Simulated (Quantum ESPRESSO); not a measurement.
Te in Quantum ESPRESSO: the effect of functional

The system is Te.

```
Te
1.0
     4.45400    0.00000    0.00000
    -2.22700    3.85728    0.00000
     0.00000    0.00000    5.92400
Te
3
Direct
  0.73100 0.73100 0.00000
  0.00000 0.26900 0.66667
  0.26900 0.00000 0.33333
```

Alike in all runs:

```yaml
Program: Quantum ESPRESSO 7.5
Task: dielectric tensor
Cutoff: 612 eV
Density_cutoff: 4898 eV
k_mesh: 6 × 6 × 4, shifted
Occupations: fermi-dirac, width 0.05 eV
Spin: no spin polarisation
```

Q: One run gave: pressure -1.9 GPa; largest force 0.19 eV/Å; dielectric constant 42.14 mean. Which functional did it use?
A. PBEsol
B. BLYP
C. LDA
D. AM05
E. WC

A: C.

| functional | potentials or basis | pressure (GPa) | largest force (eV/Å) | dielectric constant (mean) |
| --- | --- | --- | --- | --- |
| LDA | GBRV 1.5 LDA | -1.9 | 0.19 | 42.14 |
| PBE | GBRV 1.5 PBE | 1.4 | 0.26 | 40.45 |
| PBEsol | GBRV 1.5 PBEsol | -1.0 | 0.22 | 41.67 |
| WC | GBRV 1.5 PBE | -0.7 | 0.27 | 41.78 |
| BLYP | GBRV 1.5 PBE | 5.3 | 0.35 | 39.42 |
| AM05 | GBRV 1.5 PBE | -0.5 | 0.18 | 41.09 |

Caveats: the potentials were made for another functional, which shifts forces and pressure (some runs); the cell is more than 3 GPa from zero pressure, which shifts response properties (some runs).
